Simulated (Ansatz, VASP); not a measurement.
GaSb in VASP and in Ansatz

Contents of POSCAR:

```
GaSb
1.0
    0.0000000000      3.0662848028      3.0509533788
    3.0662848028      0.0000000000      3.0509533788
    3.0662848028      3.0662848028      0.0000000000
Ga Sb
1 1
Direct
    0.0000000000      0.0000000000      0.0000000000
    0.7500000000      0.7500000000      0.7500000000
```

Contents of INCAR.step1:

```
SYSTEM = GaSb
ALGO = Normal
EDIFF = 1E-4
ENCUT = 520
GGA = PE
ISMEAR = 0
LASPH = .TRUE.
LCHARG = .FALSE.
LREAL = .FALSE.
LWAVE = .TRUE.
NBANDS = 16
NELM = 100
PREC = Accurate
SIGMA = 0.01
```

The input INCAR.step2:

```
SYSTEM = GaSb
ALGO = Normal
EDIFF = 1E-6
ENCUT = 520
ISIF = 2
ISMEAR = 0
ISTART = 1
LASPH = .TRUE.
LCHARG = .FALSE.
LMIXTAU = .TRUE.
LREAL = .FALSE.
LWAVE = .FALSE.
METAGGA = R2SCAN
NBANDS = 16
NELM = 100
PREC = Accurate
SIGMA = 0.01
```

File KPOINTS:

```
k-points
0
G
  8 8 8
  0 0 0
```

Input for Ansatz:

```yaml
crystal:
  lattice:
    - [0.0, 3.06628480283, 3.05095337881]
    - [3.06628480283, 0.0, 3.05095337881]
    - [3.06628480283, 3.06628480283, 0.0]
  atoms:
    - { symbol: Ga, position: [0.0, 0.0, 0.0] }
    - { symbol: Sb, position: [0.75, 0.75, 0.75] }
kpoints:
  mp_grid: { grid: [8, 8, 8] }
scf:
  occupations: { method: fixed }
  convergence: { dr2_threshold: 1.0e-10 }
hamiltonian:
  xc: r2scan
  pseudopotentials: { kind: paw }
output:
  forces: true
  stress: true
  eigenstates:
    kpoints:
      - [0.0, 0.0, 0.0]
      - [0.0, -0.5, 0.0]
      - [-0.5, 0.0, 0.0]
      - [0.0, 0.0, -0.5]
      - [-0.5, -0.5, -0.5]
      - [0.0, 0.413476532, 0.413476532]
      - [0.413476532, 0.0, 0.413476532]
      - [0.413476532, 0.413476532, 0.0]
      - [0.5, 0.5, 0.0]
      - [0.5, 0.0, 0.5]
      - [0.0, 0.5, 0.5]
  eigenvalues: true
```

Change from the starting cell: z stretched by -0.5 %, x and y held, PAW files.

Alike in both runs: task single point; functional r2SCAN; k mesh 8 × 8 × 8; no spin polarisation.

|  | VASP | Ansatz |
| --- | --- | --- |
| version | VASP 6.6.1 | Ansatz 0.2.0 |
| potentials or method | VASP PAW PBE potentials, release 64 (Ga_d, Sb) | PAW with Ansatz's default frozen-core files, scalar-relativistic |
| plane-wave cutoff (eV) | 520 | 500 |
| occupations | gaussian, width 0.01 eV | fixed |
| valence electrons in the cell | 18 | 28 |

|  | VASP | Ansatz | Ansatz less VASP |
| --- | --- | --- | --- |
| gap on the k mesh at the Fermi level (eV) | 0.41 | 0.43 | +0.016 |
| pressure (GPa) | 0.3 | 0.2 | -0.09 |
| largest component of the traceless stress (GPa) | 0.16 | 0.17 | +0.006 |

The two sets of potentials don't hold the same shells in valence.

Caveats: the PAW data sets were made with another functional, which shifts forces and pressure a little (VASP); spin-orbit coupling is left out, which moves the levels of the heavy elements.
